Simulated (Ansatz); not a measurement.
**PbO: distorted cells**

Level of theory: DFT PBE, scalar-relativistic, plane waves, PAW in Ansatz.

Cutoff 420 eV; k points 8×8×6 on the computed 4-atom cell (Γ-centred); Gaussian smearing, width 0.02 eV; no spin polarisation.

Reference cell:

```yaml
crystal:
  lattice:
    - [3.97440, 0.00000, 0.00000]
    - [0.00000, 3.97440, 0.00000]
    - [0.00000, 0.00000, 5.02200]
  atoms:
    - { symbol: Pb, position: [0.00000, 0.50000, 0.23510] }
    - { symbol: Pb, position: [0.50000, 0.00000, 0.76490] }
    - { symbol: O, position: [0.00000, 0.00000, 0.00000] }
    - { symbol: O, position: [0.50000, 0.50000, 0.00000] }
```

Each variant moves atoms of this cell by the vectors given, if any (Å), and then applies a symmetric strain (tensor components, Cartesian axes). The reference cell isn't relaxed at this level. Energies are per atom at zero smearing, counted from the lowest variant. Pressure is positive in compression.

1. strain (xx yy zz yz xz xy, %) 2.02 2.02 0.52 0.00 0.00 0.00; moves: Pb1 (0.000, 0.000, 0.141); Pb2 (0.000, 0.000, -0.141)
2. strain (xx yy zz yz xz xy, %) -0.20 -0.20 -1.70 0.00 0.00 0.00; moves: Pb1 (0.000, 0.000, -0.022); Pb2 (0.000, 0.000, 0.052); O3 (0.000, 0.000, -0.015); O4 (0.000, 0.000, -0.015)
3. strain (xx yy zz yz xz xy, %) -2.02 -2.02 3.98 0.00 0.00 0.00; moves: Pb1 (0.000, 0.000, -0.149); Pb2 (0.000, 0.000, -0.033); O3 (0.000, 0.000, 0.091); O4 (0.000, 0.000, 0.091)
4. strain (xx yy zz yz xz xy, %) 0.89 -1.05 -2.27 0.86 -3.00 -1.19; moves: Pb1 (0.193, 0.268, 0.125); Pb2 (-0.051, -0.035, 0.180); O3 (-0.059, -0.157, -0.184); O4 (-0.083, -0.076, -0.120)
5. strain (xx yy zz yz xz xy, %) -1.80 -0.63 -1.60 1.00 0.00 0.00; moves: Pb1 (0.000, -0.180, 0.145); Pb2 (0.000, 0.101, 0.012); O3 (0.000, -0.034, -0.087); O4 (0.000, 0.112, -0.070)

| result | ΔE (meV/atom) | P (GPa) | largest force (eV/Å) | gap on mesh (eV) |
| --- | --- | --- | --- | --- |
| A | 90.5 | 10.41 | 3.49 | 1.26 |
| B | 0.0 | 9.02 | 1.73 | 1.40 |
| C | 61.0 | 6.15 | 1.45 | 0.83 |
| D | 263.2 | 14.19 | 4.23 | 1.24 |
| E | 26.8 | -4.85 | 2.09 | 0.68 |

(1) Which variant gave which result?

Spin-orbit coupling is left out, which matters for the bands of heavy elements.

Results:

(1) A is 3, B is 2, C is 5, D is 4, E is 1.